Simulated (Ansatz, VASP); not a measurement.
# Al16H23O35F (hydroxylated alpha-Al2O3(0001) with 1 of its OH changed to F): VASP beside Ansatz

Aim: how closely do two programs agree when they are given the same cell, functional and k mesh? The cell is taken from a series of runs on this material, whose earlier steps may have relaxed, scaled, displaced or heated it; both programs get it as it stands.

Method: plane waves, with VASP 6.6.1 beside it; single point at r2SCAN with D4, in Ansatz 0.2.0.

## (1) The structure

The cell holds 75 atoms: 16 Al, 35 O, 1 F and 23 H. Its edges and angles: a = 9.580 Å, b = 9.580 Å, c = 22.300 Å, α = 90.0°, β = 90.0°, γ = 120.0°. It derives from Al2O3 (hydroxylated alpha-Al2O3(0001)). As first built, before any earlier steps moved the atoms (in the runner's words): corundum (0001), 2 x 2 cells, three layers of O, the outer two all OH (lattice constants typed as starting values near PBE's), lower atoms held; 1 top OH groups nearest the cell's middle replaced by F, eased by MACE. Vacuum lies along c.

## (2) Ansatz: single point, r2SCAN with D4, pair 1

Ansatz runs on its default PAW (the set named soft_2) files.

With cell and atoms fixed, the geometry can't cause a difference; cores, projectors, grids and the points listed under the comparison can.

input.yaml reads:

```yaml
crystal:
  lattice:
    - [9.58, 0.0, 0.0]
    - [-4.79, 8.29652, 0.0]
    - [0.0, 0.0, 22.3]
  atoms:
    - { symbol: Al, position: [0.00466, 0.99967, 0.14506] }
    - { symbol: Al, position: [0.34097, 0.17225, 0.22781] }
    - { symbol: Al, position: [0.17243, 0.33447, 0.1296] }
    - { symbol: Al, position: [0.17346, 0.33535, 0.24475] }
    - { symbol: O, position: [0.16027, 0.99713, 0.08897] }
    - { symbol: O, position: [0.00684, 0.15992, 0.09075] }
    - { symbol: O, position: [0.34593, 0.35099, 0.08852] }
    - { symbol: O, position: [0.50022, 0.17453, 0.28284] }
    - { symbol: O, position: [0.3349, 0.3232, 0.28384] }
    - { symbol: O, position: [0.18165, 0.01129, 0.28249] }
    - { symbol: O, position: [0.01752, 0.33676, 0.1856] }
    - { symbol: O, position: [0.17326, 0.18014, 0.18606] }
    - { symbol: O, position: [0.32634, 0.49298, 0.18638] }
    - { symbol: Al, position: [0.0072, 0.50402, 0.14341] }
    - { symbol: Al, position: [0.33582, 0.67065, 0.22788] }
    - { symbol: Al, position: [0.18068, 0.84177, 0.1301] }
    - { symbol: Al, position: [0.17488, 0.83774, 0.24419] }
    - { symbol: O, position: [0.15963, 0.49363, 0.08782] }
    - { symbol: O, position: [0.02168, 0.67046, 0.08692] }
    - { symbol: O, position: [0.35142, 0.85359, 0.08948] }
    - { symbol: F, position: [0.49787, 0.67665, 0.28103] }
    - { symbol: O, position: [0.33248, 0.82117, 0.28325] }
    - { symbol: O, position: [0.18339, 0.50986, 0.28158] }
    - { symbol: O, position: [0.01768, 0.83632, 0.18724] }
    - { symbol: O, position: [0.17067, 0.68055, 0.18634] }
    - { symbol: O, position: [0.32932, 0.99422, 0.18631] }
    - { symbol: Al, position: [0.5093, 0.00478, 0.14351] }
    - { symbol: Al, position: [0.84201, 0.16972, 0.22965] }
    - { symbol: Al, position: [0.67219, 0.33892, 0.12895] }
    - { symbol: Al, position: [0.67558, 0.33229, 0.24252] }
    - { symbol: O, position: [0.66384, 0.00015, 0.08961] }
    - { symbol: O, position: [0.51036, 0.16528, 0.08959] }
    - { symbol: O, position: [0.8434, 0.354, 0.08652] }
    - { symbol: O, position: [0.00046, 0.17529, 0.28358] }
    - { symbol: O, position: [0.83512, 0.32242, 0.283] }
    - { symbol: O, position: [0.67954, 0.00711, 0.28203] }
    - { symbol: O, position: [0.51943, 0.33848, 0.18604] }
    - { symbol: O, position: [0.67507, 0.18336, 0.18571] }
    - { symbol: O, position: [0.82979, 0.49527, 0.18468] }
    - { symbol: Al, position: [0.50269, 0.50417, 0.14446] }
    - { symbol: Al, position: [0.83856, 0.66942, 0.22766] }
    - { symbol: Al, position: [0.67546, 0.84003, 0.1284] }
    - { symbol: Al, position: [0.67022, 0.83635, 0.24222] }
    - { symbol: O, position: [0.65707, 0.49809, 0.08752] }
    - { symbol: O, position: [0.50793, 0.66727, 0.0914] }
    - { symbol: O, position: [0.84665, 0.84777, 0.08921] }
    - { symbol: O, position: [0.99963, 0.68108, 0.28541] }
    - { symbol: O, position: [0.81872, 0.81465, 0.28688] }
    - { symbol: O, position: [0.6863, 0.50325, 0.2851] }
    - { symbol: O, position: [0.51798, 0.83652, 0.1867] }
    - { symbol: O, position: [0.67075, 0.67887, 0.1868] }
    - { symbol: O, position: [0.82902, 0.9897, 0.18754] }
    - { symbol: H, position: [0.10072, 0.95211, 0.05214] }
    - { symbol: H, position: [0.02722, 0.13622, 0.05062] }
    - { symbol: H, position: [0.34563, 0.24834, 0.08789] }
    - { symbol: H, position: [0.48676, 0.21978, 0.31973] }
    - { symbol: H, position: [0.43652, 0.42487, 0.28559] }
    - { symbol: H, position: [0.22828, 0.03638, 0.32214] }
    - { symbol: H, position: [0.11226, 0.45217, 0.0489] }
    - { symbol: H, position: [0.07383, 0.66516, 0.05041] }
    - { symbol: H, position: [0.35782, 0.75476, 0.0872] }
    - { symbol: H, position: [0.43632, 0.92139, 0.28626] }
    - { symbol: H, position: [0.2188, 0.53723, 0.3226] }
    - { symbol: H, position: [0.76923, 0.09854, 0.08726] }
    - { symbol: H, position: [0.52907, 0.13152, 0.05089] }
    - { symbol: H, position: [0.85345, 0.41008, 0.04919] }
    - { symbol: H, position: [0.01012, 0.07852, 0.28556] }
    - { symbol: H, position: [0.94048, 0.42068, 0.28546] }
    - { symbol: H, position: [0.73071, 0.03578, 0.32099] }
    - { symbol: H, position: [0.59222, 0.45573, 0.05152] }
    - { symbol: H, position: [0.51641, 0.64793, 0.04939] }
    - { symbol: H, position: [0.84097, 0.74282, 0.0878] }
    - { symbol: H, position: [0.98909, 0.7387, 0.31923] }
    - { symbol: H, position: [0.75691, 0.74239, 0.31923] }
    - { symbol: H, position: [0.7534, 0.51109, 0.31902] }
kpoints:
  mp_grid: { grid: [1, 1, 1] }
hamiltonian:
  xc: r2scan
  dispersion: d4
scf:
  occupations: { method: fermi_dirac, width: 0.025 }
output:
  forces: true
```

Launch:

```sh
$ ansatz run input.yaml --threads 4 --pin off --max-ram 8192MiB --backend cpu --events-out ev --progress --plain --runs-dir out
```

Numbers of over 12 decimals in the logs are rounded to 6 here.

The log of the run:

```text
Engine: ansatz 0.2.0, aarch64-unknown-linux-gnu
Pseudopotentials: kind: paw
Pseudopotential: Al, paw, valence charge 3, recommended cutoff 500 eV (meta_gga), Al.paw.azcp
Pseudopotential: O, paw, valence charge 6, recommended cutoff 500 eV (meta_gga), O.paw.azcp
Pseudopotential: F, paw, valence charge 7, recommended cutoff 500 eV (meta_gga), F.paw.azcp
Pseudopotential: H, paw, valence charge 1, recommended cutoff 500 eV (meta_gga), H.paw.azcp
Functional definition: r2SCAN
  parameter k0 = 0.174
  parameter k1 = 0.065
  parameter a1 = 4.9479
  exchange = r2scan_x(k0 = k0, k1 = k1, a1 = a1)
  correlation = r2scan_c
Crystal: 75 atoms, lattice volume = 1772.419 Å³
Basis set: ecut = 500 eV, 45111 PW (Γ), exchange–correlation on 288×288×720 points (64 copies of the dense FFT grid, shifted against one another)
Bands: 219, of which v1, the nominal top of the filled ones, is band 144 counted from 1 (143 counted from 0)
Symmetry: 1 space group operations
Space group: P1 (ITA 1), of the structure as read, at distance tolerance 1.2e-4 Å
k-points: 1
Non-local potential: Al, projectors of the file, l = 0: 2, l = 1: 2, l = 2: 1
Non-local potential: O, projectors of the file, l = 0: 2, l = 1: 2, l = 2: 1
Non-local potential: F, projectors of the file, l = 0: 2, l = 1: 2, l = 2: 1
Non-local potential: H, projectors of the file, l = 0: 2, l = 1: 1
PAW form: soft (Blöchl's): semilocal exchange-correlation on the pseudo side does not see the compensation charge
PAW frozen core: Al, regenerated for the run's functional (the file was generated under x = pbe(κ = 0.804, μ = 0.219515), c = pbe(β = 0.066725))
PAW frozen core: O, regenerated for the run's functional (the file was generated under x = pbe(κ = 0.804, μ = 0.219515), c = pbe(β = 0.066725))
PAW frozen core: F, regenerated for the run's functional (the file was generated under x = pbe(κ = 0.804, μ = 0.219515), c = pbe(β = 0.066725))
PAW one-centre angular grid: Al, 302 points (default); XC on 160 Gauss nodes
PAW one-centre angular grid: O, 302 points (default); XC on 160 Gauss nodes
PAW one-centre angular grid: F, 302 points (default); XC on 160 Gauss nodes
PAW one-centre angular grid: H, 302 points (default); XC on 160 Gauss nodes
Initial density: superposition of atomic densities (neutral atoms: chi_scale 0, normalization atom), corrected by the library's trained network
Initial wavefunctions: pseudopotential atomic-orbital guess
Functional: x = r2scan, c = r2scan; τ floored in thin density (d = 2e-4 eV/Å³)
SCF iter   1: F=—  HF=-29797.380897 eV  |F-HF|=—  |Δ(HF+E_count)|=         —  Δρ=4.53e-3  dr2=3.79e-1  dr2_τ=4.29e0  ethr=1.77e-3  ⟨swp⟩=8.0  Hψ=1093  notcnv=0  defer=50
preconditioner: auto → Resta (q_TF=auto, 2.015 Å⁻¹)  ε∞=1.8  [insulator: Δε(μ)=5.150 eV  Ē_g=16.753 eV  σ=0.025 eV  W_gap=1.00  n_scr=224 (ndim 8)  ℏωp=15.0 eV  f_vac=0.657  D(μ)=0.00/eV (n_scr^D=0)  ε∞_Penn≈1.8  vacuum switching on, ρ_ref=2.0e-2 e/Å³]
SCF iter   2: F=—  HF=-29798.846180 eV  |F-HF|=—  |Δ(HF+E_count)|=    1.47e0  Δρ=2.85e-3  dr2=7.84e-2  dr2_τ=1.00e-2  ethr=1.32e-4  ⟨swp⟩=3.0  Hψ=410  notcnv=0  defer=68
SCF iter   3: F=—  HF=-29798.831615 eV  |F-HF|=—  |Δ(HF+E_count)|=   1.46e-2  Δρ=8.36e-4  dr2=8.09e-3  dr2_τ=1.71e-3  ethr=2.72e-5  ⟨swp⟩=3.0  Hψ=273  notcnv=0  defer=15
automatic band count: iteration 3 solves 166 bands in place of 219: the levels show a gap, and the empty bands left out lie too high to hold charge; the band table lists the bands solved (type scf.n_extra_bands for more)
SCF iter   4: F=—  HF=-29798.833280 eV  |F-HF|=—  |Δ(HF+E_count)|=   1.67e-3  Δρ=2.76e-4  dr2=8.53e-4  dr2_τ=2.29e-4  ethr=2.81e-6  ⟨swp⟩=3.0  Hψ=307  notcnv=0  defer=15
SCF iter   5: F=—  HF=-29798.833162 eV  |F-HF|=—  |Δ(HF+E_count)|=   1.18e-4  Δρ=7.52e-5  dr2=3.98e-5  dr2_τ=1.04e-5  ethr=2.96e-7  ⟨swp⟩=3.0  Hψ=327  notcnv=0  defer=15
SCF iter   6: F=—  HF=-29798.834040 eV  |F-HF|=—  |Δ(HF+E_count)|=   8.78e-4  Δρ=2.14e-5  dr2=6.34e-6  dr2_τ=7.21e-7  ethr=1.38e-8  ⟨swp⟩=3.0  Hψ=309  notcnv=0  defer=15
SCF iter   7: F=—  HF=-29798.834041 eV  |F-HF|=—  |Δ(HF+E_count)|=   1.34e-6  Δρ=4.88e-6  dr2=2.53e-7  dr2_τ=4.60e-8  ethr=2.20e-9  ⟨swp⟩=3.0  Hψ=419  notcnv=0  defer=15
SCF iter   8: F=-29798.834041 eV  HF=-29798.834041 eV  |F-HF|=2.91e-8  |Δ(HF+E_count)|=   1.70e-7  Δρ=1.85e-6  dr2=3.62e-8  dr2_τ=6.24e-9  ethr=3.47e-11  ⟨swp⟩=5.0  Hψ=666  notcnv=0
SCF 1 converged in 8 iterations: F = -29798.834041 eV  dr2 = 3.62e-8
  greatest PAW one-centre occupation: 0.932 electrons in one spin orbital (limit 2), on the F atom at site 20 (counted from 0), in its partial waves of l = 0
SCF converged after 8 iterations
Free energy (F): -29798.834041 eV
Harris-Foulkes:  -29798.834041 eV  (|F-HF|=2.91e-8)
Internal energy: -29798.834041 eV  (E = F + TS)
E sigma→0 (E₀):  -29798.834041 eV
Fermi energy:    -0.162099 eV
--- Per-component energies (eV) ---
  E_band       = -2810.388618
  E_kinetic    = 7238.878397
  E_local      = -194059.162460  (includes V_loc(G=0)·N_el)
  E_nonlocal   = 1912.190915
  E_hartree    = 93975.448722
  E_xc         = -3488.549215
  E_vxc        = -4685.121733  (∫ρ·V_xc dr)
  E_paw        = -13410.348362  (= ΣΔE_a)
  E_vpaw       = -1466.107748  (= ΣTr[D̂ρ^β])
  E_aug_tail   = 0.027308  (compensation charges beyond the density's cutoff)
  E_vtau       = 298.008970  (kinetic-family band-sum trace: ∫τ·v_τ [+ j·A + Jᵃ·Aᵃ] dr)
  E_ewald      = 78038.193942
  E_disp       = -3.402237  (pairwise vdW)
  E_core_change = -2.111052  (= ΣΔE_core)
  E_smearing   = -0.000000  (= −TS)
  E_closure    = 0.000000  (closes the sum)
  Σ components = -29798.834041   (vs F -29798.834041, Δ=0.00e0)
--- Forces (eV/Å), atoms counted from 1 ---
  atom   1  Al     0.06451087     0.09104636    -0.18668952
  atom   2  Al     0.01386328    -0.04028458     0.06270705
  atom   3  Al    -0.01558280    -0.01922575    -0.08055123
  atom   4  Al     0.01086675    -0.00383177     0.05476210
  atom   5  O     -0.12106490    -0.30300453    -0.02998644
  atom   6  O      0.29901045     0.04279225    -0.15263781
  atom   7  O      0.05046301    -0.34120893     0.28952116
  atom   8  O     -0.20618608     0.35612686     0.07005607
  atom   9  O      0.05814796     0.23650894    -0.26733571
  atom  10  O      0.35645679     0.01476081     0.09439902
  atom  11  O      0.07829879    -0.00343424    -0.00011844
  atom  12  O     -0.04846647     0.07949364     0.02341371
  atom  13  O      0.01790231    -0.05784593    -0.01242052
  atom  14  Al    -0.04221319    -0.03735814    -0.08952686
  atom  15  Al    -0.03398161    -0.03616217     0.06690288
  atom  16  Al    -0.05060127    -0.07319713    -0.27880469
  atom  17  Al    -0.01834484    -0.03820614     0.03031567
  atom  18  O     -0.14510228    -0.23477223    -0.10506491
  atom  19  O      0.32277955     0.00649440    -0.06488280
  atom  20  O      0.08171530    -0.31322884     0.29308246
  atom  21  F     -0.01183813     0.19161793    -0.27980165
  atom  22  O      0.12214493     0.25805861    -0.23622573
  atom  23  O      0.26871024     0.07731607     0.10447434
  atom  24  O      0.08934648    -0.00304243    -0.00240841
[...]
atom  68  H     -0.26818302    -0.35886560    -0.01863951
  atom  69  H     -0.15673917    -0.09853148    -0.36297089
  atom  70  H      0.21049502     0.16169783     0.49277890
  atom  71  H     -0.03949478     0.10278362     0.54056591
  atom  72  H     -0.26867471     0.44044425     0.00111982
  atom  73  H      0.18371551    -0.21192430    -0.29087088
  atom  74  H      0.09159220     0.28441187    -0.28114946
  atom  75  H     -0.29457795    -0.03090765    -0.29781399
  max |Σ_I F_I| component: 9.35e-5 eV/Å
```

## (3) VASP: single point, r2SCAN with D4, pair 1

The same cell, functional, mesh and smearing now go to VASP, with its own data sets.

Lines of VASP's logs that name or quote its potential files are left out, and so is its time.

INCAR reads:

```
SYSTEM = Al16H23O35F
PREC = Accurate
ENCUT = 580
EDIFF = 1E-06
NELM = 120
ISMEAR = -1
SIGMA = 0.025
LREAL = Auto
ALGO = Normal
METAGGA = R2SCAN
IVDW = 13
VDW_S6 = 1
VDW_S8 = 0.6018749
VDW_A1 = 0.51559235
VDW_A2 = 5.77342911
LASPH = .TRUE.
NBANDS = 200
LORBIT = 11
LWAVE = .FALSE.
LCHARG = .FALSE.
ISIF = 2
GGA_COMPAT = .FALSE.
EFERMI = MIDGAP
LMIXTAU = .TRUE.
NCORE = 2
```

POSCAR reads:

```
Al16H23O35F
1.0
    9.5800000000      0.0000000000      0.0000000000
   -4.7900000000      8.2965200000      0.0000000000
    0.0000000000      0.0000000000     22.3000000000
Al O F H
16 35 1 23
Direct
    0.0046600000      0.9996700000      0.1450600000
    0.3409700000      0.1722500000      0.2278100000
    0.1724300000      0.3344700000      0.1296000000
    0.1734600000      0.3353500000      0.2447500000
    0.0072000000      0.5040200000      0.1434100000
    0.3358200000      0.6706500000      0.2278800000
    0.1806800000      0.8417700000      0.1301000000
    0.1748800000      0.8377400000      0.2441900000
    0.5093000000      0.0047800000      0.1435100000
    0.8420100000      0.1697200000      0.2296500000
    0.6721900000      0.3389200000      0.1289500000
    0.6755800000      0.3322900000      0.2425200000
    0.5026900000      0.5041700000      0.1444600000
    0.8385600000      0.6694200000      0.2276600000
    0.6754600000      0.8400300000      0.1284000000
    0.6702200000      0.8363500000      0.2422200000
    0.1602700000      0.9971300000      0.0889700000
    0.0068400000      0.1599200000      0.0907500000
    0.3459300000      0.3509900000      0.0885200000
    0.5002200000      0.1745300000      0.2828400000
    0.3349000000      0.3232000000      0.2838400000
    0.1816500000      0.0112900000      0.2824900000
    0.0175200000      0.3367600000      0.1856000000
    0.1732600000      0.1801400000      0.1860600000
    0.3263400000      0.4929800000      0.1863800000
    0.1596300000      0.4936300000      0.0878200000
    0.0216800000      0.6704600000      0.0869200000
    0.3514200000      0.8535900000      0.0894800000
    0.3324800000      0.8211700000      0.2832500000
    0.1833900000      0.5098600000      0.2815800000
    0.0176800000      0.8363200000      0.1872400000
    0.1706700000      0.6805500000      0.1863400000
    0.3293200000      0.9942200000      0.1863100000
    0.6638400000      0.0001500000      0.0896100000
    0.5103600000      0.1652800000      0.0895900000
    0.8434000000      0.3540000000      0.0865200000
    0.0004600000      0.1752900000      0.2835800000
    0.8351200000      0.3224200000      0.2830000000
    0.6795400000      0.0071100000      0.2820300000
    0.5194300000      0.3384800000      0.1860400000
    0.6750700000      0.1833600000      0.1857100000
    0.8297900000      0.4952700000      0.1846800000
    0.6570700000      0.4980900000      0.0875200000
    0.5079300000      0.6672700000      0.0914000000
    0.8466500000      0.8477700000      0.0892100000
    0.9996300000      0.6810800000      0.2854100000
    0.8187200000      0.8146500000      0.2868800000
    0.6863000000      0.5032500000      0.2851000000
    0.5179800000      0.8365200000      0.1867000000
    0.6707500000      0.6788700000      0.1868000000
    0.8290200000      0.9897000000      0.1875400000
    0.4978700000      0.6766500000      0.2810300000
    0.1007200000      0.9521100000      0.0521400000
    0.0272200000      0.1362200000      0.0506200000
    0.3456300000      0.2483400000      0.0878900000
    0.4867600000      0.2197800000      0.3197300000
    0.4365200000      0.4248700000      0.2855900000
    0.2282800000      0.0363800000      0.3221400000
    0.1122600000      0.4521700000      0.0489000000
    0.0738300000      0.6651600000      0.0504100000
    0.3578200000      0.7547600000      0.0872000000
    0.4363200000      0.9213900000      0.2862600000
    0.2188000000      0.5372300000      0.3226000000
    0.7692300000      0.0985400000      0.0872600000
    0.5290700000      0.1315200000      0.0508900000
    0.8534500000      0.4100800000      0.0491900000
    0.0101200000      0.0785200000      0.2855600000
    0.9404800000      0.4206800000      0.2854600000
    0.7307100000      0.0357800000      0.3209900000
    0.5922200000      0.4557300000      0.0515200000
    0.5164100000      0.6479300000      0.0493900000
    0.8409700000      0.7428200000      0.0878000000
    0.9890900000      0.7387000000      0.3192300000
    0.7569100000      0.7423900000      0.3192300000
    0.7534000000      0.5110900000      0.3190200000
```

KPOINTS reads:

```
Automatic mesh
0
Gamma
1 1 1
0 0 0
```

PAW data sets: Al, O, F and H (PBE family, release 64).

Launch:

```sh
$ mpirun -np 8 vasp_gam
```

The log of the run:

```text
[banner, memory and clock lines left out]
running    8 mpi-ranks, on    1 nodes
[...]
|                                                                             |
|               ----> ADVICE to this user running VASP <----                  |
|                                                                             |
|     You enforced a specific xc type in the INCAR file but a different       |
|     [... a line on the potential file left out ...]
|     I HOPE YOU KNOW WHAT YOU ARE DOING!                                     |
|                                                                             |

 LDA part: xc-table for (None), standard interpolation
 POSCAR, INCAR and KPOINTS ok, starting setup
[...]
entering main loop
       N       E                     dE             d eps       ncg     rms          rms(c)
DAV:   1     0.265750106194E+04    0.26575E+04   -0.15697E+05   440   0.138E+03
DAV:   2    -0.320285047375E+03   -0.29778E+04   -0.28509E+04   496   0.330E+02
DAV:   3    -0.697839908142E+03   -0.37755E+03   -0.37569E+03   488   0.122E+02
DAV:   4    -0.706378419020E+03   -0.85385E+01   -0.85136E+01   488   0.211E+01
[...]
DAV:  55    -0.566624997722E+03   -0.12598E-04   -0.47552E-06   384   0.933E-03    0.375E-04
DAV:  56    -0.566624999131E+03   -0.14088E-05   -0.26895E-06   360   0.733E-03    0.338E-04
DAV:  57    -0.566624999133E+03   -0.24811E-08   -0.43117E-08   304   0.976E-04
   1 F= -.57002425E+03 E0= -.57002425E+03  d E =0.000000E+00
```

OUTCAR, selected parts (step 3):

```text
  FREE ENERGIE OF THE ION-ELECTRON SYSTEM (eV)
  ---------------------------------------------------
  free  energy   TOTEN  =      -570.0242457314 eV

  energy  without entropy=     -570.0242457314  energy(sigma->0) =     -570.02424573
```

## (4) Side by side

Known differences besides the potentials themselves: VASP keeps PBE cores, Ansatz makes them for the functional; the cutoff is 500 eV in Ansatz and 580 eV in VASP (PREC = Accurate, projectors in real space). Total energies have different zeros and are not compared.

The two programs side by side:

| quantity | Ansatz | VASP | difference |
| --- | --- | --- | --- |
| gap on the k mesh (eV) | 5.208 | 5.188 | +0.020 |

Forces on 10 of the 75 atoms, those with the largest forces and the largest differences (eV/Å; atoms numbered as in POSCAR):

| atom | Ansatz x, y, z | VASP x, y, z |
| --- | --- | --- |
| H54 | -0.146, 0.092, 0.494 | -0.111, 0.050, 0.331 |
| H59 | 0.102, 0.106, 0.516 | 0.063, 0.059, 0.349 |
| H60 | -0.245, 0.038, 0.462 | -0.163, 0.027, 0.305 |
| H65 | -0.136, 0.117, 0.510 | -0.098, 0.056, 0.362 |
| H66 | 0.036, -0.185, 0.542 | 0.017, -0.112, 0.384 |
| H70 | 0.210, 0.162, 0.493 | 0.134, 0.116, 0.345 |
| H71 | -0.039, 0.103, 0.541 | -0.031, 0.070, 0.378 |
| H73 | 0.184, -0.212, -0.291 | 0.117, -0.136, -0.143 |
| H74 | 0.092, 0.284, -0.281 | 0.058, 0.181, -0.139 |
| H75 | -0.295, -0.031, -0.298 | -0.194, -0.015, -0.151 |

The forces differ by 72 meV/Å r.m.s., which is 46.3 % of the r.m.s. force of 0.156 eV/Å (both taken over all components). A gap on the mesh is an upper bound, since the band edges may lie between its points. With vacuum in the cell, a pressure given here is an average over mostly empty space and none of the material.

(Part 1 of 2 ends here.)

[Lines on the potential files, build, host, timing and source positions are cut from VASP's logs without a mark.]

[Logs are printed without paths, hosts, clocks, repeated set-up lines and the standing remarks that a program may print on its own settings, such as how far it seeks lower states.]

[Hosts, paths, dates, database ids (printed as entryN), source tags and the programs' standing remarks are cut or masked in the printed files.]
